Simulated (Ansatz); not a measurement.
**TiSe2 (CdI2 type): a single-point run**

The task is a single-point run on TiSe2 (CdI2 type). The structure is shown as the input types it.

Program: Ansatz 0.2.0. Level of theory: DFT PBE, scalar-relativistic, plane waves, PAW. These are calculated values, not measurements.

1 further run of the same task is left out (it didn't finish).

### Step 1. The starting structure

It takes space group P-3m1 (No. 164, trigonal). Conventional cell: a = 1.876 Å, b = 1.876 Å, c = 3.551 Å, α = 90.00°, β = 90.00°, γ = 120.00°. Ti (site symmetry -3m) is surrounded by 6 Se at 1.36 Å. Se (site symmetry 3m) is surrounded by 3 Ti at 1.36 Å.

As a file:

```cif
data_structure
_symmetry_space_group_name_H-M 'P 1'
_symmetry_Int_Tables_number 1
_cell_length_a 1.8758
_cell_length_b 1.8758
_cell_length_c 3.5513
_cell_angle_alpha 90.000
_cell_angle_beta 90.000
_cell_angle_gamma 120.000
_cell_volume 10.82
loop_
_atom_site_label
_atom_site_type_symbol
_atom_site_fract_x
_atom_site_fract_y
_atom_site_fract_z
_atom_site_occupancy
Ti1 Ti 0.00000 0.00000 0.00000 1
Se1 Se 0.33333 0.66667 0.23023 1
Se2 Se 0.66667 0.33333 0.76977 1
```

### Step 2. Running it

input.yaml reads:

```yaml
crystal:
  lattice:
    - [1.87578086, 0.0, 0.0]
    - [-0.93789043, 1.62447388, 0.0]
    - [0.0, 0.0, 3.55133782]
  atoms:
    - { symbol: Ti, position: [0.0, 0.0, 0.0] }
    - { symbol: Se, position: [0.3333333333333, 0.6666666666667, 0.2302291376] }
    - { symbol: Se, position: [0.6666666666667, 0.3333333333333, 0.7697708624] }
basis:
  ecutwfc: 420
  ecutrho_ratio: 4
kpoints:
  mp_grid: { grid: [12, 12, 6] }
hamiltonian:
  xc: pbe
scf:
  occupations: { method: gaussian, width: 0.05 }
  max_iter: 60
output:
  forces: true
  stress: true
```

The run is started by

```
$ ansatz run input.yaml --threads 4 --pin off --max-ram 7168MiB --backend cpu --events-out ev --progress --plain --runs-dir out
```

Q: Will this input give a usable result? If not, why, and what should change?

This run ends as converged. It gives a pressure of 5597 GPa and a largest force of 171.5 eV/Å, which is large; a structure far from rest gives such values too, whatever the setting.

Lengths in ångström are taken as bohr, or scaled as if they were, so every distance is 0.53 of its value. The shortest distance in the input is 1.36 Å, between atoms 1 (Ti) and 3 (Se).

What to do: give the lengths in the unit that the input reads.
